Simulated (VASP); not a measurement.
RuS2, 3 atoms in the cell. Symmetry: P-3m1, No. 164, trigonal system. The conventional cell has a = 3.521 Å, b = 3.521 Å, c = 5.680 Å, α = 90.00°, β = 90.00°, γ = 120.00°. Around Ru (site symmetry -3m) lie 6 S at 2.49 Å. S (site symmetry 3m) is surrounded by 3 Ru at 2.49 Å. The cell comes from a database or a generator and needn't be the stable form of this composition.

```yaml
Program: VASP 6.6.1
Task: single point
Functional: PBEsol
Potentials_or_basis: VASP PAW PBE potentials, release 64 (Ru_pv, S)
Cutoff: 520 eV
k_mesh: 6 × 6 × 4
Occupations: gaussian, width 0.05 eV
Spin: collinear spin, random start
Starting_moments: "[-0.16, 0.0, 0.0] μB"
Hubbard_terms: Ru d U = 3 eV
Further_INCAR_settings: ALGO = Fast; EDIFF = 1e-06
```

Potentials or basis: VASP PAW PBE potentials, release 64 (Ru_pv, S).

Command:

```bash
$ cat potpaw_PBE.64/Ru_pv/POTCAR potpaw_PBE.64/S/POTCAR > POTCAR
$ mpirun -np 1 vasp_std > vasp.out
```

Hardware: 1 thread of AMD EPYC 9R45 (Zen 5) (shared host).

Question: How long does it take, and how much memory?

Answer: Wall time 43 s on 1 thread of AMD EPYC 9R45 (Zen 5), with other jobs on the host, peak memory 0.18 GiB. Counts: scf iterations 21, k points 24.
